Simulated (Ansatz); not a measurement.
# Symmetry broken, then relaxed in Si

Level of theory: Ansatz 0.2.0, DFT PBE, scalar-relativistic, plane waves, PAW. The runs took a 420 eV cutoff, a Γ-centred 6×6×4 mesh and Gaussian smearing (0.05 eV). No spin polarisation. Energies are free energies at this smearing, counted from the undisturbed cell; pressure is positive in compression.

Zero of the scan (relaxed at this level; this form isn't the usual structure):

```yaml
crystal:
  lattice:
    - [3.85128, 0.00000, 0.00000]
    - [-1.92564, 3.33531, 0.00000]
    - [0.00000, 0.00000, 6.36502]
  atoms:
    - { symbol: Si, position: [0.33333, 0.66667, 0.06293] }
    - { symbol: Si, position: [0.66667, 0.33333, 0.56293] }
    - { symbol: Si, position: [0.33333, 0.66667, 0.43707] }
    - { symbol: Si, position: [0.66667, 0.33333, 0.93707] }
```

The atoms are displaced (Å, in the unstrained cell):

| atom | ux | uy | uz |
| --- | --- | --- | --- |
| Si1 | -0.057 | -0.058 | 0.023 |
| Si2 | 0.002 | -0.005 | 0.014 |
| Si3 | 0.049 | 0.047 | -0.029 |
| Si4 | 0.006 | 0.016 | -0.008 |

The cell is strained by (-0.0083, 0.0078, 0.0113, -0.0086, 0.0073, -0.0003) (xx, yy, zz, yz, xz, xy; engineering shear). Cell and atoms are then relaxed.

**Question.** Does the relaxation return to the undisturbed structure?

**Answer.** Yes (up to a choice of domain or origin): same space group and volume, and an energy 0.0 meV/atom from it. The disturbance itself cost 30.2 meV/atom. The final space group reads P6_3/mmc (tolerance 0.05 Å) and the volume changes by 0.11 %.

Final structure:

```xyz
4
Lattice="3.8545 0.0000 -0.0001 -1.9272 3.3383 0.0000 -0.0002 -0.0001 6.3610" Properties=species:S:1:pos:R:3 pbc="T T T"
Si   -0.0007    2.2249    0.3993
Si    1.9279    1.1133    3.5797
Si    0.0007    2.2261    2.7812
Si    1.9263    1.1120    5.9616
```

The relaxation, step by step (energy from the first step; small jumps at an unchanged geometry come where the plane waves are selected anew for the new cell):

| step | ΔE (meV/atom) | largest force component (eV/Å) | pressure (GPa) |
| --- | --- | --- | --- |
| 1 | 0.0 | 1.011 | -0.68 |
| 2 | -27.3 | 0.243 | 0.08 |
| 3 | -30.1 | 0.042 | 0.00 |
| 4 | -30.3 | 0.002 | -0.03 |
| 5 | -30.3 | 0.002 | -0.03 |

Cost: 3 runs of about 0.68 core-minutes in all, on AMD EPYC 7R43 (Zen 3) (shared hosts).